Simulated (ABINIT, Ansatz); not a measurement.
# SiC (Moissanite): changed settings of a GW run in ABINIT

What do changed inputs do to GW on SiC (Moissanite)?

Program: ABINIT 10.8.3. Level of theory: PBE and many-body steps on it, plane waves. Results are calculated unless marked as measured.

## Step 1: Set-up

The structure is hexagonal, space group P6_3mc (No. 186). Conventional cell: a = 3.081 Å, b = 3.081 Å, c = 15.125 Å, α = 90.00°, β = 90.00°, γ = 120.00°. Nearest to Si lie 4 C at 1.88 to 1.90 Å. Si has 4 C at 1.89 Å nearest. Nearest to Si lie 4 C at 1.89 Å. Nearest to C lie 4 Si at 1.88 to 1.89 Å. C has 4 Si at 1.89 Å nearest. Nearest to C lie 4 Si at 1.89 to 1.90 Å. Farther neighbours are not listed.

Structure file:

```cif
data_structure
_symmetry_space_group_name_H-M 'P 1'
_symmetry_Int_Tables_number 1
_cell_length_a 3.0810
_cell_length_b 3.0810
_cell_length_c 15.1248
_cell_angle_alpha 90.000
_cell_angle_beta 90.000
_cell_angle_gamma 120.000
_cell_volume 124.34
loop_
_atom_site_label
_atom_site_type_symbol
_atom_site_fract_x
_atom_site_fract_y
_atom_site_fract_z
_atom_site_occupancy
Si1 Si 0.00000 0.00000 0.00000 1
Si2 Si 0.00000 0.00000 0.50000 1
Si3 Si 0.33333 0.66667 0.16640 1
Si4 Si 0.66667 0.33333 0.66640 1
Si5 Si 0.66667 0.33333 0.33290 1
Si6 Si 0.33333 0.66667 0.83290 1
C7 C 0.33333 0.66667 0.04120 1
C8 C 0.66667 0.33333 0.54120 1
C9 C 0.66667 0.33333 0.20800 1
C10 C 0.33333 0.66667 0.70800 1
C11 C 0.00000 0.00000 0.37460 1
C12 C 0.00000 0.00000 0.87460 1
```

The cell and positions come from the Crystallography Open Database and are kept as given unless a step says otherwise.

## Step 2: Screening, 6×6×1 mesh, 257 bands, screening to 141.5 eV

This step: ABINIT 10.8.3; RPA screening on PBE, plane waves, norm-conserving pseudopotentials.

The RPA dielectric matrix is built and inverted for each q.

Contents of run.abi:

```
acell 3*1.0 Angstrom
rprim 
  3.081000000023 -0.000000000005 0.000000000000
  -1.540500000007 2.668224269083 0.000000000000
  0.000000000000 0.000000000000 15.124800000000
ntypat 2
znucl 14 6
natom 12
typat 1 1 1 1 1 1 2 2 2 2 2 2
xred 
  0.000000000000 0.000000000000 0.000000000000
  0.000000000000 0.000000000000 0.500000000000
  0.333333333333 0.666666666667 0.166400000000
  0.666666666667 0.333333333333 0.666400000000
  0.666666666667 0.333333333333 0.332900000000
  0.333333333333 0.666666666667 0.832900000000
  0.333333333333 0.666666666667 0.041200000000
  0.666666666667 0.333333333333 0.541200000000
  0.666666666667 0.333333333333 0.208000000000
  0.333333333333 0.666666666667 0.708000000000
  0.000000000000 0.000000000000 0.374600000000
  0.000000000000 0.000000000000 0.874600000000
pp_dirpath "pseudos"
pseudos "Si.upf, C.upf"
ecut 37
ngkpt 6 6 1
nshiftk 1
shiftk 0 0 0
kptopt 1
chksymbreak 0
istwfk *1
occopt 1
irdwfk 1
optdriver 3
nband 257
ecuteps 5.2
inclvkb 2
awtr 1
symchi 1
indata_prefix "in"
outdata_prefix "out"
tmpdata_prefix "tmp"
```

Started as:

```sh
> OMP_NUM_THREADS=1 mpirun -n 8 abinit run.abi > log
```

The log of the run:

```text
.Version 10.8.3 of ABINIT. v10.8.2 released Aug 2026.

 Symmetries : space group P6_3 m c (#186); Bravais hP (primitive hexag.)
[... echo of the input left out ...]
== DATASET  1 ==================================================================
-   mpi_nproc: 8, omp_nthreads: 1 (-1 if OMP is not activated)

--- !DatasetInfo
iteration_state: {dtset: 1, }
dimensions: {natom: 12, nkpt: 7, mband: 257, nsppol: 1, nspinor: 1, nspden: 1, mpw: 9084, }
cutoff_energies: {ecut:  37.0, pawecutdg:  -1.0, }
electrons: {nelect:   4.80000000E+01, charge:   0.00000000E+00, occopt:   1.00000000E+00, tsmear:   1.00000000E-02, }

 SCREENING: Calculation of the susceptibility and dielectric matrices

 Based on a program developped by R.W. Godby, V. Olevano, G. Onida, and L. Reining.
 Incorporated in ABINIT by V. Olevano, G.-M. Rignanese, and M. Torrent.
.Using double precision arithmetic ; gwpc =  8

[... cell and pseudopotentials left out ...]
--------------------------------------------------------------------------------

 ==== K-mesh for the wavefunctions ====
 Number of points in the irreducible wedge :     7
[... list of points left out ...]
 Together with 12 symmetry operations and time-reversal symmetry
 yields    36 points in the full Brillouin Zone.

 ==== Q-mesh for the screening function ====
 Number of points in the irreducible wedge :     7
[... list of points left out ...]
 Together with 12 symmetry operations and time-reversal symmetry
 yields    36 points in the full Brillouin Zone.

 setmesh: FFT mesh size selected  =    20x   20x  108
          total number of points  =        43200

 vcoul_init : cutoff-mode = AUXILIARY_FUNCTION
 q-points for optical limit:   1
     1)      0.000010    0.000020    0.000030

- screening: taking advantage of time-reversal symmetry
- Maximum band index for partially occupied states nbvw = 24
- Remaining bands to be divided among processors   nbcw = 233
- Number of bands treated by each node ~29

 Number of electrons calculated from density =   48.0000; Expected =   48.0000
 average of density, n =  0.057206
 r_s =    1.6100
 omega_plasma =   23.0715 [eV]

 calculating chi0 at frequencies [eV] :
  1    0.000000E+00    0.000000E+00
  2    0.000000E+00    2.307151E+01

--------------------------------------------------------------------------------
  q-point number  1        q = ( 0.000000, 0.000000, 0.000000) [r.l.u.]
--------------------------------------------------------------------------------
[... chi0 elements left out ...]
 For q-point:  0.000010 0.000020 0.000030
  dielectric constant =   6.9781
  dielectric constant without local fields =   7.6263

  Average fulfillment of the sum rule on Im[epsilon] for q-point    1 :     88.33  [%]
[... wings left out ...]
  q-point number  2        q = ( 0.166667, 0.000000, 0.000000) [r.l.u.]
--------------------------------------------------------------------------------
[... chi0 elements left out ...]
  Average fulfillment of the sum rule on Im[epsilon] for q-point    2 :     88.44  [%]

 [... 5 further q-points ...]
```

Run time: 2.8 min. Hardware: 8 MPI ranks of Arm Neoverse V2, shared host; peak memory 4 GiB; 22 min of CPU time.

Numbers from this step:

```
ε∞ with local fields, on this mesh, along the program's q direction : 6.978
the same without local fields                                       : 7.626
plasma frequency                                                    : 23.07 eV
plane waves in the screening matrix                                 : 431
```

Local fields lower ε∞ by 8 %. On a Γ-centred mesh this coarse the value itself is usually too large, while a short band sum pulls it down.

## Step 3: Base

The self-energy is evaluated for the states that the input lists, and the levels follow from it, in one-shot runs by the linearised quasiparticle equation.

This step: G0W0 on PBE, plane waves, norm-conserving pseudopotentials.

run.abi, as its differences from that of step 2:

```diff
@@ -33,8 +33,17 @@
 irdwfk 1
-optdriver 3
+optdriver 4
 nband 257
+gwcalctyp 0
+ecutsigx 37
+symsigma 1
+nkptgw 2
+kptgw 
+  0.0000000000 0.0000000000 0.0000000000
+  0.5000000000 0.0000000000 0.0000000000
+bdgw 
+  23 26
+  23 26
 ecuteps 5.2
-inclvkb 2
-awtr 1
-symchi 1
+irdscr 1
+ppmodel 1
 indata_prefix "in"
```

The log of the run:

```text
.Version 10.8.3 of ABINIT. v10.8.2 released Aug 2026.

 Symmetries : space group P6_3 m c (#186); Bravais hP (primitive hexag.)
[... echo of the input left out ...]
== DATASET  1 ==================================================================
-   mpi_nproc: 8, omp_nthreads: 1 (-1 if OMP is not activated)

--- !DatasetInfo
iteration_state: {dtset: 1, }
dimensions: {natom: 12, nkpt: 7, mband: 257, nsppol: 1, nspinor: 1, nspden: 1, mpw: 9084, }
cutoff_energies: {ecut:  37.0, pawecutdg:  -1.0, }
electrons: {nelect:   4.80000000E+01, charge:   0.00000000E+00, occopt:   1.00000000E+00, tsmear:   1.00000000E-02, }

 SIGMA: Calculation of the GW corrections

 Based on a program developped by R.W. Godby, V. Olevano, G. Onida, and L. Reining.
 Incorporated in ABINIT by V. Olevano, G.-M. Rignanese, and M. Torrent.
.Using double precision arithmetic ; gwpc =  8

[... cell and pseudopotentials left out ...]
--------------------------------------------------------------------------------

 ==== K-mesh for the wavefunctions ====
 Number of points in the irreducible wedge :     7
[... list of points left out ...]
 Together with 12 symmetry operations and time-reversal symmetry
 yields    36 points in the full Brillouin Zone.

 ==== Q-mesh for screening function ====
 Number of points in the irreducible wedge :     7
[... list of points left out ...]
 Together with 12 symmetry operations and time-reversal symmetry
 yields    36 points in the full Brillouin Zone.

 vcoul_init : cutoff-mode = AUXILIARY_FUNCTION
 q-points for optical limit:   1
     1)      0.000010    0.000020    0.000030
 setmesh: FFT mesh size selected  =    27x   27x  160
          total number of points  =       116640

 Number of electrons calculated from density =   48.0000; Expected =   48.0000
 average of density, n =  0.057206
 r_s =    1.6100
 omega_plasma =   23.0715 [eV]

 === KS Band Gaps ===
  >>>> For spin  1
   Minimum direct gap =   3.1231 [eV], located at k-point      :   0.5000  0.0000  0.0000
   Fundamental gap    =   2.0167 [eV], Top of valence bands at :   0.0000  0.0000  0.0000
                                       Bottom of conduction at :   0.5000  0.0000  0.0000
 SIGMA fundamental parameters:
 PLASMON POLE MODEL  1
 number of plane-waves for SigmaX                 8941
 number of plane-waves for SigmaC and W            431
 number of plane-waves for wavefunctions          8941
 number of bands                                   257
 number of independent spin polarizations            1
 number of spinorial components                      1
 number of k-points in IBZ                           7
 number of q-points in IBZ                           7
 number of symmetry operations                      12
 number of k-points in BZ                           36
 number of q-points in BZ                           36
 number of frequencies for dSigma/dE                 9
 frequency step for dSigma/dE [eV]                0.25
 number of omega for Sigma on real axis              0
 max omega for Sigma on real axis  [eV]           0.00
 zcut for avoiding poles [eV]                     0.10

 EPSILON^-1 parameters (SCR file):
 dimension of the eps^-1 matrix on file            431
 dimension of the eps^-1 matrix used               431
 number of plane-waves for wavefunctions          8941
 number of bands                                   257
 number of q-points in IBZ                           7
 number of frequencies                               2
 number of real frequencies                          1
 number of imag frequencies                          1

 matrix elements of self-energy operator (all in [eV])

 Perturbative Calculation

--- !SelfEnergy_ee
iteration_state: {dtset: 1, }
kpoint     : [   0.000,    0.000,    0.000, ]
spin       : 1
KS_gap     :    5.164
QP_gap     :    5.997
Delta_QP_KS:    0.833
data: !SigmaeeData |
     Band     E0 <VxcDFT>   SigX SigC(E0)      Z dSigC/dE  Sig(E)    E-E0       E
       23   6.871 -14.954 -17.604   2.282   0.794  -0.259 -15.247  -0.293   6.579
       24   6.871 -14.954 -17.604   2.282   0.794  -0.259 -15.247  -0.293   6.579
       25  12.036 -12.147  -6.933  -4.544   0.807  -0.240 -11.607   0.540  12.576
       26  12.207 -12.097  -6.845  -4.591   0.806  -0.241 -11.564   0.533  12.740

--- !SelfEnergy_ee
iteration_state: {dtset: 1, }
kpoint     : [   0.500,    0.000,    0.000, ]
spin       : 1
KS_gap     :    3.123
QP_gap     :    3.910
Delta_QP_KS:    0.787
data: !SigmaeeData |
     Band     E0 <VxcDFT>   SigX SigC(E0)      Z dSigC/dE  Sig(E)    E-E0       E
       23   5.209 -13.906 -16.983   2.457   0.792  -0.263 -14.397  -0.491   4.718
       24   5.765 -14.499 -17.613   2.550   0.791  -0.264 -14.946  -0.446   5.318
       25   8.888 -10.928  -6.753  -3.760   0.818  -0.223 -10.588   0.340   9.228
       26   9.078 -10.777  -6.493  -3.872   0.819  -0.222 -10.439   0.338   9.416

== END DATASET(S) ==============================================================
================================================================================

 -outvars: echo values of variables after computation  --------
           etotal      0.0000000000E+00
            nband         257
             nkpt           7
          spgroup         186
 [... the other variables as echoed above ...]

 Calculation completed.
```

It took 25 s on 8 MPI ranks; peak memory 2.9 GiB.

Numbers from this step:

```yaml
g0w0_gap_on_the_points_computed: 2.649 eV
starting_gap_on_the_mesh: 2.017 eV
k_of_the_valence_top: 0, 0, 0
k_of_the_conduction_bottom: 0.5, 0, 0
z_at_the_valence_top: 0.794
z_at_the_conduction_bottom: 0.818
least_direct_g0w0_gap_on_the_computed_points: 3.91 eV
```

The gap on the mesh goes from 2.02 eV to 2.65 eV, a correction of +0.63 eV.

(Part 1 of 2 ends here.)

[Paths, hosts, dates, memory and timing lines, banners, echoed tables and standing remarks are left out of the program output.]

[Logs are printed without paths, hosts, clocks, repeated set-up lines and the standing remarks that a program may print on its own settings, such as how far it seeks lower states.]

[Runs of the session that timed out or met a known fault of the program may be left out.]

[Hosts, paths, dates, database ids (printed as entryN), source tags and the programs' standing remarks are cut or masked in the printed files.]

[G0W0 gaps are taken among the corrected bands and points alone; a level outside them can change the order at an edge.]

[Where Ansatz stands beside ABINIT at settings called matched, ABINIT's density can come from a denser mesh and the files from another edition; pairs whose starting gaps differed by over 0.03 eV were left out, so agreement reads better than it is.]
